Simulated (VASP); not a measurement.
Here is a VASP 6.6.1 calculation.

INCAR

```
ALGO = Normal
EDIFF = 1E-6
EDIFFG = -0.01
ENCUT = 600
GGA = PE
IBRION = 2
ISIF = 3
ISMEAR = 0
IVDW = 12
KPAR = 2
LASPH = T
LCHARG = F
LREAL = F
LWAVE = F
NELM = 80
NSW = 90
PREC = Accurate
SIGMA = 0.03
```

Contents of KPOINTS:

```
k-points
0
Gamma
  6 6 8
```

The input POSCAR:

```
SnO2
1.0
    4.7380000000      0.0000000000      0.0000000000
    0.0000000000      4.7380000000      0.0000000000
    0.0000000000      0.0000000000      3.1865000000
Sn O
2 4
Direct
    0.0000000000      0.0000000000      0.0000000000
    0.5000000000      0.5000000000      0.5000000000
    0.3071000000      0.3071000000      0.0000000000
    0.1929000000      0.8071000000      0.5000000000
    0.6929000000      0.6929000000      0.0000000000
    0.8071000000      0.1929000000      0.5000000000
```

Potentials or basis: VASP PAW PBE potentials, release 64 (Sn_d, O).

Run with:

```console
$ cat potpaw_PBE.64/Sn_d/POTCAR potpaw_PBE.64/O/POTCAR > POTCAR
$ mpirun -np 2 vasp_std > vasp.out
```

Estimate the dispersion energy per atom.

-0.214 eV.

Predict the space group after relaxing (to 0.05 Å).

P4_2/mnm (No. 136).

What does it give for the relaxed cell?

a = 4.794 Å, b = 4.794 Å, c = 3.235 Å, α = 90.00°, β = 90.00°, γ = 90.00°.

Forces in eV/Å, atoms in the order of the input:
```
Sn   0.000  0.000  0.000
Sn   0.000  0.000  0.000
O   -0.003 -0.003  0.000
O    0.003 -0.003  0.000
O    0.003  0.003  0.000
O   -0.003  0.003  0.000
```

 Zero-point motion and thermal expansion aren't in these numbers.
